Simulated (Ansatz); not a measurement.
The system is CdTe.

```
Te Cd
1.0
     0.00000    3.20500    3.20500
     3.20500    0.00000    3.20500
     3.20500    3.20500    0.00000
Te Cd
1 1
Direct
  0.75000 0.75000 0.75000
  0.00000 0.00000 0.00000
```

| Quantity | Value |
| --- | --- |
| Program | Ansatz 0.2.0 |
| Task | relaxation of cell and atoms |
| Functional | RPBE |
| Dispersion | D4 |
| Potentials or basis | Ansatz PAW |
| Cutoff | 420 eV (not typed: the program's choice for these potentials) |
| k mesh | 7 × 7 × 7 |
| Occupations | fermi-dirac, width 0.05 eV |
| Spin | no spin polarisation |

At the start: volume 32.92 Å³/atom.

Q: Where does the relaxation end?

A: It ends after 5 steps and the volume is 34.60 Å³/atom (+5.1 %); space group F-43m (No. 216, to 0.05 Å).

The path:
```csv
step,energy change (eV),largest force (eV/Å),volume (Å³)
1,0.0000,0.0000,65.84
2,-0.0154,0.0000,70.91
3,-0.0205,0.0000,69.37
4,-0.0206,0.0000,69.20
5,-0.0213,0.0000,69.20
```

Final structure:
```
Te Cd
1.0
     0.00000    3.25857    3.25857
     3.25857    0.00000    3.25857
     3.25857    3.25857    0.00000
Te Cd
1 1
Direct
  0.75000 0.75000 0.75000
  0.00000 0.00000 0.00000
```

Caveat: the plane-wave basis is chosen anew once the cell has moved, so the energies of steps on either side of that aren't comparable; the PAW data sets come from PBE, with cores solved anew for the run's functional, which leaves a small shift of forces and pressure.
